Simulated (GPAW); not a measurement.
# CuO (P4_2/mmc) in GPAW: notebook

The runs below take CuO through relaxation of cell and atoms, single point, with mBEEF, PW91+D4, PBE.

Everything below comes from runs of GPAW 26.7.0. Logs are shortened: lines on timing, memory, paths and dates and some standing lists are left out, and cuts for length are marked. The log counts tension as positive stress, the text compression.

### Step 1. The structure

Symmetry: P4_2/mmc, No. 131, tetragonal system. The conventional cell has a = 3.422 Å, b = 3.422 Å, c = 4.260 Å, α = 90.00°, β = 90.00°, γ = 90.00°. Cu (site symmetry mmm) is surrounded by 4 O at 2.02 Å. Around O (site symmetry -4m2) lie 4 Cu at 2.02 Å and 2 O at 2.13 Å.

Measurements of this composition are mostly on another form, of space group No. 15.

### Step 2. Relaxation of cell and atoms, mBEEF

Contents of run.py:

```python
from ase import Atoms
from ase.filters import FrechetCellFilter
from ase.io import write
from ase.optimize import BFGS
from gpaw import GPAW, PW

atoms = Atoms(['Cu', 'Cu', 'O', 'O'],
              cell=[[3.42205097, 0.0, 0.0],
                    [0.0, 3.42205097, 0.0],
                    [0.0, 0.0, 4.26046148]],
              scaled_positions=[[0.0, 0.5, 0.0],
                                [0.5, 0.0, 0.5],
                                [0.0, 0.0, 0.25],
                                [0.0, 0.0, 0.75]],
              pbc=True)

calc = GPAW(mode=PW(800),
            xc='mBEEF',
            kpts={'size': (6, 6, 5), 'gamma': True},
            occupations={'name': 'fermi-dirac', 'width': 0.05},
            nbands=33,
            convergence={'density': 1e-06, 'energy': 1e-06, 'eigenstates': 1e-10},
            maxiter=150,
            txt='gpaw.txt')
atoms.calc = calc
opt = BFGS(FrechetCellFilter(atoms), trajectory='relax.traj', logfile='-')
done = opt.run(fmax=0.02, steps=40)
calc.write('gs.gpw')
write('result.traj', atoms)
print('Converged:', done)
print('Cell:', atoms.cell.cellpar().round(4))
print('Volume:', round(atoms.get_volume(), 4))
print(atoms.get_scaled_positions().round(5))
```

Potentials or basis: GPAW PAW data sets (gpaw-data 1.2.1), pw.

The run is started by

```
$ OMP_NUM_THREADS=1 python run.py
```

gpaw.txt:

```text
__  _  _
 | _ |_)|_||  |
 |__||  | ||/\| - 26.7.0

Input parameters:
  mode=PW(ecut=800.0),
  convergence={'density': 1e-06, 'energy': 1e-06, 'eigenstates': 1e-10},
  kpts=MonkhorstPack(size=(6, 6, 5), gamma=True),
  maxiter=150,
  nbands=33,
  occupations=Occupations(name='fermi-dirac', width=0.05),
  xc=XC(name='mBEEF')

Diagonalizing LCAO Hamiltonian
Converting LCAO to pw mode
   .-------.
  /|       |
 * |       |
 O |       |
 | |       |
 | .-Cu----.
 OCu      /
 *-------*

Atoms  # Å, Bohr magnetons
|   | symbol |        x |        y |        z |    initial magnetic moments |
|---|--------|----------|----------|----------|-----------------------------|
| 0 |     Cu | 0.000000 | 1.711025 | 0.000000 | ( 0.0000,  0.0000,  0.0000) |
| 1 |     Cu | 1.711025 | 0.000000 | 2.130231 | ( 0.0000,  0.0000,  0.0000) |
| 2 |      O | 0.000000 | 0.000000 | 1.065115 | ( 0.0000,  0.0000,  0.0000) |
| 3 |      O | 0.000000 | 0.000000 | 3.195346 | ( 0.0000,  0.0000,  0.0000) |

Unit cell  # Å
| periodic |        x |        y |        z |  lengths |    angles |
|----------|----------|----------|----------|----------|-----------|
|      yes | 3.422051 | 0.000000 | 0.000000 | 3.422051 | 90.000000 |
|      yes | 0.000000 | 3.422051 | 0.000000 | 3.422051 | 90.000000 |
|      yes | 0.000000 | 0.000000 | 4.260461 | 4.260461 | 90.000000 |

Number of symmetries: 8
Symmetry operations  # r_c * U_cc + t_c -> r_c
|   | kind |            matrix            |
|---|------|------------------------------|
| 0 |  E   |  1, 0, 0,  0, 1, 0,  0, 0, 1 |
| 1 |  σ   |  1, 0, 0,  0, 1, 0,  0, 0,-1 |
| 2 |  σ   |  1, 0, 0,  0,-1, 0,  0, 0, 1 |
| 3 |  C2  |  1, 0, 0,  0,-1, 0,  0, 0,-1 |
| 4 |  σ   | -1, 0, 0,  0, 1, 0,  0, 0, 1 |
| 5 |  C2  | -1, 0, 0,  0, 1, 0,  0, 0,-1 |
| 6 |  C2  | -1, 0, 0,  0,-1, 0,  0, 0, 1 |
| 7 |  i   | -1, 0, 0,  0,-1, 0,  0, 0,-1 |
[... 204 lines left out ...]
Forces  # eV/Ang
|       x |       y |        z |
|---------|---------|----------|
| 0.00000 | 0.00000 |  0.00000 |  # Cu   0
| 0.00000 | 0.00000 |  0.00000 |  # Cu   1
| 0.00000 | 0.00000 |  0.00000 |  # O    2
| 0.00000 | 0.00000 | -0.00000 |  # O    3

Interpolating wave functions to new cell
   .-------.
  /|       |
 * |       |
 O |       |
 | |       |
 | .-Cu----.
 O/u      /
 *-------*

Atoms  # Å, Bohr magnetons
|   | symbol |        x |        y |        z |    initial magnetic moments |
|---|--------|----------|----------|----------|-----------------------------|
| 0 |     Cu | 0.000000 | 1.703305 | 0.000000 | ( 0.0000,  0.0000,  0.0000) |
| 1 |     Cu | 1.703305 | 0.000000 | 2.143566 | ( 0.0000,  0.0000,  0.0000) |
| 2 |      O | 0.000000 | 0.000000 | 1.071783 | ( 0.0000,  0.0000,  0.0000) |
| 3 |      O | 0.000000 | 0.000000 | 3.215349 | ( 0.0000,  0.0000,  0.0000) |

Unit cell  # Å
| periodic |        x |        y |        z |  lengths |    angles |
|----------|----------|----------|----------|----------|-----------|
|      yes | 3.406611 | 0.000000 | 0.000000 | 3.406611 | 90.000000 |
|      yes | 0.000000 | 3.406611 | 0.000000 | 3.406611 | 90.000000 |
|      yes | 0.000000 | 0.000000 | 4.287132 | 4.287132 | 90.000000 |

Number of symmetries: 8
Symmetry operations  # r_c * U_cc + t_c -> r_c
|   | kind |            matrix            |
|---|------|------------------------------|
| 0 |  E   |  1, 0, 0,  0, 1, 0,  0, 0, 1 |
| 1 |  σ   |  1, 0, 0,  0, 1, 0,  0, 0,-1 |
| 2 |  σ   |  1, 0, 0,  0,-1, 0,  0, 0, 1 |
| 3 |  C2  |  1, 0, 0,  0,-1, 0,  0, 0,-1 |
| 4 |  σ   | -1, 0, 0,  0, 1, 0,  0, 0, 1 |
| 5 |  C2  | -1, 0, 0,  0, 1, 0,  0, 0,-1 |
| 6 |  C2  | -1, 0, 0,  0,-1, 0,  0, 0, 1 |
| 7 |  i   | -1, 0, 0,  0,-1, 0,  0, 0,-1 |
[... 218 lines left out ...]
           Cu
       O
        Cu

Atoms  # Å, Bohr magnetons
|   | symbol |        x |         y |        z |    initial magnetic moments |
|---|--------|----------|-----------|----------|-----------------------------|
| 0 |     Cu | 0.000000 |  1.642158 | 0.000000 | ( 0.0000,  0.0000,  0.0000) |
[... 40 lines left out ...]
|      yes | 0.000000 |  3.047621 | 0.000000 | 3.047621 | 90.000000 |
|      yes | 0.000000 |  0.000000 | 4.980937 | 4.980937 | 90.000000 |

Number of symmetries: 8
Symmetry operations  # r_c * U_cc + t_c -> r_c
|   | kind |            matrix            |
|---|------|------------------------------|
| 0 |  E   |  1, 0, 0,  0, 1, 0,  0, 0, 1 |
| 1 |  σ   |  1, 0, 0,  0, 1, 0,  0, 0,-1 |
| 2 |  σ   |  1, 0, 0,  0,-1, 0,  0, 0, 1 |
| 3 |  C2  |  1, 0, 0,  0,-1, 0,  0, 0,-1 |
| 4 |  σ   | -1, 0, 0,  0, 1, 0,  0, 0, 1 |
| 5 |  C2  | -1, 0, 0,  0, 1, 0,  0, 0,-1 |
| 6 |  C2  | -1, 0, 0,  0,-1, 0,  0, 0, 1 |
| 7 |  i   | -1, 0, 0,  0,-1, 0,  0, 0,-1 |
[... 219 lines left out ...]
       O
        Cu

Atoms  # Å, Bohr magnetons
|   | symbol |         x |         y |        z |    initial magnetic moments |
|---|--------|-----------|-----------|----------|-----------------------------|
| 0 |     Cu | -0.000000 |  1.476673 | 0.000000 | ( 0.0000,  0.0000,  0.0000) |
| 1 |     Cu |  1.476676 | -0.000000 | 2.591496 | ( 0.0000,  0.0000,  0.0000) |
| 2 |      O | -0.000000 | -0.000000 | 1.295715 | ( 0.0000,  0.0000,  0.0000) |
| 3 |      O | -0.000000 | -0.000000 | 3.887277 | ( 0.0000,  0.0000,  0.0000) |

Unit cell  # Å
| periodic |         x |         y |         z |  lengths |    angles |
|----------|-----------|-----------|-----------|----------|-----------|
|      yes |  2.953352 | -0.000000 | -0.000000 | 2.953352 | 90.000000 |
|      yes | -0.000000 |  2.953345 | -0.000000 | 2.953345 | 90.000000 |
|      yes |  0.000000 | -0.000000 |  5.182992 | 5.182992 | 90.000000 |

Number of symmetries: 8
Symmetry operations  # r_c * U_cc + t_c -> r_c
|   | kind |            matrix            |
|---|------|------------------------------|
| 0 |  E   |  1, 0, 0,  0, 1, 0,  0, 0, 1 |
| 1 |  σ   |  1, 0, 0,  0, 1, 0,  0, 0,-1 |
| 2 |  σ   |  1, 0, 0,  0,-1, 0,  0, 0, 1 |
| 3 |  C2  |  1, 0, 0,  0,-1, 0,  0, 0,-1 |
| 4 |  σ   | -1, 0, 0,  0, 1, 0,  0, 0, 1 |
| 5 |  C2  | -1, 0, 0,  0, 1, 0,  0, 0,-1 |
| 6 |  C2  | -1, 0, 0,  0,-1, 0,  0, 0, 1 |
| 7 |  i   | -1, 0, 0,  0,-1, 0,  0, 0,-1 |
[... 196 lines left out ...]
No gap
No difference between direct/indirect transitions

Stress tensor  # eV/Ang^3
|        x |        y |        z |
|----------|----------|----------|
| 0.015296 | 0.000000 | 0.000000 |
| 0.000000 | 0.015290 | 0.000000 |
| 0.000000 | 0.000000 | 0.020299 |

Forces  # eV/Ang
|       x |       y |        z |
|---------|---------|----------|
| 0.00000 | 0.00000 |  0.00000 |  # Cu   0
| 0.00000 | 0.00000 |  0.00000 |  # Cu   1
| 0.00000 | 0.00000 | -0.00771 |  # O    2
| 0.00000 | 0.00000 |  0.00771 |  # O    3
[... 231 lines left out ...]
No gap
No difference between direct/indirect transitions

Stress tensor  # eV/Ang^3
|        x |         y |         z |
|----------|-----------|-----------|
| 0.012545 |  0.000000 |  0.000000 |
| 0.000000 |  0.012503 | -0.000000 |
| 0.000000 | -0.000000 |  0.019617 |

Forces  # eV/Ang
|       x |       y |        z |
|---------|---------|----------|
| 0.00000 | 0.00000 |  0.00000 |  # Cu   0
| 0.00000 | 0.00000 |  0.00000 |  # Cu   1
| 0.00000 | 0.00000 | -0.00545 |  # O    2
| 0.00000 | 0.00000 |  0.00545 |  # O    3
[... 231 lines left out ...]
No gap
No difference between direct/indirect transitions

Stress tensor  # eV/Ang^3
|        x |         y |         z |
|----------|-----------|-----------|
| 0.002342 |  0.000000 |  0.000000 |
| 0.000000 |  0.002132 | -0.000000 |
| 0.000000 | -0.000000 |  0.009513 |

Forces  # eV/Ang
|        x |       y |        z |
|----------|---------|----------|
| -0.00000 | 0.00000 |  0.00000 |  # Cu   0
|  0.00000 | 0.00000 |  0.00000 |  # Cu   1
|  0.00000 | 0.00000 |  0.00563 |  # O    2
|  0.00000 | 0.00000 | -0.00563 |  # O    3
[... 231 lines left out ...]
No gap
No difference between direct/indirect transitions

Stress tensor  # eV/Ang^3
|         x |         y |         z |
|-----------|-----------|-----------|
| -0.000205 |  0.000000 |  0.000000 |
|  0.000000 | -0.000441 | -0.000000 |
|  0.000000 | -0.000000 |  0.002779 |

Forces  # eV/Ang
|        x |       y |        z |
|----------|---------|----------|
| -0.00000 | 0.00000 |  0.00000 |  # Cu   0
|  0.00000 | 0.00000 |  0.00000 |  # Cu   1
|  0.00000 | 0.00000 |  0.00800 |  # O    2
|  0.00000 | 0.00000 | -0.00800 |  # O    3
[... 231 lines left out ...]
No gap
No difference between direct/indirect transitions

Stress tensor  # eV/Ang^3
|         x |         y |        z |
|-----------|-----------|----------|
| -0.000153 |  0.000000 | 0.000000 |
|  0.000000 | -0.000333 | 0.000000 |
|  0.000000 |  0.000000 | 0.000034 |

Forces  # eV/Ang
|       x |       y |        z |
|---------|---------|----------|
| 0.00000 | 0.00000 |  0.00000 |  # Cu   0
| 0.00000 | 0.00000 |  0.00000 |  # Cu   1
| 0.00000 | 0.00000 |  0.00564 |  # O    2
| 0.00000 | 0.00000 | -0.00564 |  # O    3

# Writing to gs.gpw (mode='')
```

Run time: 16 min. Hardware: 1 thread of AMD EPYC 9R45 (Zen 5), shared host; peak memory 1.2 GiB.

What came out:

```yaml
Free_energy: -151.7402 eV
Relaxed_volume: 11.09 Å³/atom
Relaxed_cell: a = 2.933 Å, b = 2.933 Å, c = 5.159 Å, α = 90.00°, β = 90.00°, γ = 90.00°
Space_group_after_relaxing_to_0.05_Å: P4_2/mmc (No. 131)
Energy_gained_by_relaxing: 415.3 meV/atom
Ionic_steps: 10
Pressure_after_relaxing: 0.0 GPa
Largest_force_after_relaxing: 0.006 eV/Å
Band_gap_on_the_k_mesh: none (metal or under the smearing width)
```

Forces in eV/Å, atoms in the order of the input:
```
Cu   0.000  0.000  0.000
Cu   0.000  0.000  0.000
O    0.000  0.000  0.006
O    0.000  0.000 -0.006
```

The path:
```
step  energy change (eV)  largest force (eV/Å)  pressure (GPa)  volume (Å³)
   1              0.0000                0.0000           -3.36        49.89
   2             -0.0886                0.0000           -3.43        49.75
   3             -0.7601                0.0000           -3.80        48.62
   4             -1.2803                0.0000           -3.79        47.46
   5             -1.5825                0.0009           -3.33        46.26
   6             -1.6577                0.0077           -2.72        45.21
   7             -1.6586                0.0054           -2.39        45.07
   8             -1.6607                0.0056           -0.75        44.52
   9             -1.6610                0.0080           -0.11        44.37
  10             -1.6611                0.0056            0.02        44.37
```

Final structure:
```
CELL_PARAMETERS angstrom
2.93254 0.00000 0.00000
0.00000 2.93262 0.00000
0.00000 0.00000 5.15881
ATOMIC_POSITIONS crystal
Cu 0.00000 0.50000 0.00000
Cu 0.50000 0.00000 0.50000
O 0.00000 0.00000 0.24984
O 0.00000 0.00000 0.75016
```

Caveat: with this Cu data set, volumes or pressures lay over 1.5 % or 2 GPa off other programs in two to four cells of ten; later steps reuse the first step's grids; the PAW data sets were made with another functional, which shifts forces and pressure a little; the run has no spin polarisation, though such a crystal can be magnetic; semilocal functionals often make such compounds metallic where correlation or magnetic order opens a gap, which also shifts bond lengths.

### Step 3. Relaxation of cell and atoms, PW91+D4

Contents of run.py:

```python
from ase.calculators.mixing import SumCalculator
from ase.filters import FrechetCellFilter
from ase.io import read, write
from ase.optimize import LBFGS
from dftd4.ase import DFTD4
from gpaw import GPAW, PW, setup_paths

setup_paths.insert(0, '.')

atoms = read('POSCAR')

calc = GPAW(mode=PW(800),
            xc='GGA_X_PW91+GGA_C_PW91',
            kpts={'size': (6, 6, 5), 'gamma': True},
            occupations={'name': 'fermi-dirac', 'width': 0.05},
            nbands=33,
            convergence={'density': 1e-05, 'energy': 1e-05},
            maxiter=150,
            txt='gpaw.txt')
atoms.calc = SumCalculator([calc, DFTD4(method='pw91')])
opt = LBFGS(FrechetCellFilter(atoms), trajectory='relax.traj', logfile='-')
done = opt.run(fmax=0.02, steps=100)
calc.write('gs.gpw')
write('result.traj', atoms)
print('Converged:', done)
print('Cell:', atoms.cell.cellpar().round(4))
print('Volume:', round(atoms.get_volume(), 4))
print(atoms.get_scaled_positions().round(5))
```

Contents of POSCAR:

```
CuO
1.0
    3.4220509700      0.0000000000      0.0000000000
    0.0000000000      3.4220509700      0.0000000000
    0.0000000000      0.0000000000      4.2604614800
Cu O
2 2
Direct
    0.0000000000      0.5000000000      0.0000000000
    0.5000000000      0.0000000000      0.5000000000
    0.0000000000      0.0000000000      0.2500000000
    0.0000000000      0.0000000000      0.7500000000
```

Potentials or basis: PAW data sets generated in the run's folder for this functional, pw.

The run is started by

```
$ gpaw-setup -f GGA_X_PW91+GGA_C_PW91 Cu O
$ OMP_NUM_THREADS=1 python run.py
```

Run time: 4.1 min. Hardware: 1 thread of AMD EPYC 9R45 (Zen 5), shared host; peak memory 0.39 GiB.

The run converged. Its results:

```yaml
Free_energy: -21.1745 eV
Relaxed_volume: 11.02 Å³/atom
Relaxed_cell: a = 2.921 Å, b = 2.921 Å, c = 5.168 Å, α = 90.00°, β = 90.00°, γ = 90.00°
Space_group_after_relaxing_to_0.05_Å: P4_2/mmc (No. 131)
Energy_gained_by_relaxing: 386.1 meV/atom
Ionic_steps: 10
Pressure_after_relaxing: 0.0 GPa
Band_gap_on_the_k_mesh: none (metal or under the smearing width)
Dispersion_energy_per_atom: -0.244 eV
```

Stress tensor (GPa, compression positive):
```
 0.08  0.00  0.00
 0.00  0.08  0.00
 0.00  0.00 -0.08
```

Step by step:
```csv
step,energy change (eV),largest force (eV/Å),pressure (GPa),volume (Å³)
1,0.0000,0.0000,-4.78,49.89
2,-0.0786,0.0000,-4.65,49.69
3,-0.7550,0.0001,-3.31,47.90
4,-1.2479,0.0001,-1.46,46.22
5,-1.5009,0.0000,0.60,44.64
6,-1.5409,0.0000,1.52,43.79
7,-1.5414,0.0000,1.38,43.77
8,-1.5424,0.0000,0.98,43.83
9,-1.5436,0.0000,0.37,43.98
10,-1.5444,0.0000,0.03,44.09
```

Final structure:
```xyz
4
Lattice="2.9211 0.0000 0.0000 0.0000 2.9211 0.0000 0.0000 0.0000 5.1676" Properties=species:S:1:pos:R:3 pbc="T T T"
Cu    0.0000    1.4605    0.0000
Cu    1.4605    0.0000    2.5838
O     0.0000    0.0000    1.2919
O     0.0000    0.0000    3.8757
```

Levels at points of the mesh, in eV from the Fermi level:
```tsv
k point	band 13	band 14	band 15	band 16	band 17	band 18	band 19	band 20	band 21	band 22
(0.00, 0.00, 0.00)	-2.42	-2.40	-2.31	-1.97	0.67	0.67	1.44	6.17	7.28	13.37
(0.00, 0.50, 0.00)	-2.29	-1.91	-1.59	-1.51	0.22	0.47	3.65	5.92	6.52	11.03
(0.50, 0.00, 0.00)	-2.29	-1.91	-1.59	-1.51	0.22	0.47	3.65	5.92	6.52	11.03
(0.50, 0.50, 0.00)	-2.36	-2.36	-1.61	-1.20	-1.20	1.14	2.18	7.16	9.86	9.86
```

Caveat: with this Cu data set, volumes or pressures lay over 1.5 % or 2 GPa off other programs in two to four cells of ten; later steps reuse the first step's grids; the run has no spin polarisation, though such a crystal can be magnetic; semilocal functionals often make such compounds metallic where correlation or magnetic order opens a gap, which also shifts bond lengths; pairwise dispersion overbinds metals, which lowers pressure and volume. With open d or f shells a metallic result of PW91 can be an artefact of self-interaction; +U or a hybrid may open a gap.

### Step 4. Single point, PBE

Contents of run.py:

```python
from ase.dft.bandgap import bandgap
from ase.io import read, write
from ase.units import GPa
from gpaw import GPAW, PW

atoms = read('CuO.xyz')

calc = GPAW(mode=PW(550),
            xc='PBE',
            kpts={'size': (6, 6, 5), 'gamma': True},
            occupations={'name': 'fermi-dirac', 'width': 0.05},
            nbands=33,
            maxiter=120,
            txt='gpaw.txt')
atoms.calc = calc
energy = atoms.get_potential_energy()
forces = atoms.get_forces()
stress = atoms.get_stress()
calc.write('gs.gpw')
write('result.traj', atoms)
print(f'Energy: {energy:.6f} eV')
print('Forces (eV/A):')
print(forces.round(4))
print('Stress (GPa):', (stress / GPa).round(3))
print('Fermi level:', round(calc.get_fermi_level(), 4), 'eV')
print(f'Gap: {bandgap(calc)[0]:.4f} eV, direct: {bandgap(calc, direct=True)[0]:.4f} eV')
```

Contents of CuO.xyz:

```xyz
4
Lattice="3.4220509700 0.0000000000 0.0000000000 0.0000000000 3.4220509700 0.0000000000 0.0000000000 0.0000000000 4.2604614800" Properties=species:S:1:pos:R:3 pbc="T T T"
Cu     0.0000000000      1.7110254850      0.0000000000
Cu     1.7110254850      0.0000000000      2.1302307400
O      0.0000000000      0.0000000000      1.0651153700
O      0.0000000000      0.0000000000      3.1953461100
```

Potentials or basis: GPAW PAW data sets (gpaw-data 1.2.1), pw.

The run is started by

```
$ OMP_NUM_THREADS=1 python run.py
```

Wall time 47 s (1 thread of Arm Neoverse V1, shared host); peak memory 0.19 GiB.

The run converged, but some of its settings lie outside the range that counts as converged, so its numbers aren't taken as properties of the crystal.

Results:

```yaml
Free_energy: -18.1511 eV
Pressure: -8.3 GPa
Band_gap_on_the_k_mesh: none (metal or under the smearing width)
```

Caveat: with this Cu data set, volumes or pressures lay over 1.5 % or 2 GPa off other programs in two to four cells of ten; the cutoff is short for stress and forces, so pressures can be off by a GPa or more; the run has no spin polarisation, though such a crystal can be magnetic; semilocal functionals often make such compounds metallic where correlation or magnetic order opens a gap, which also shifts bond lengths.
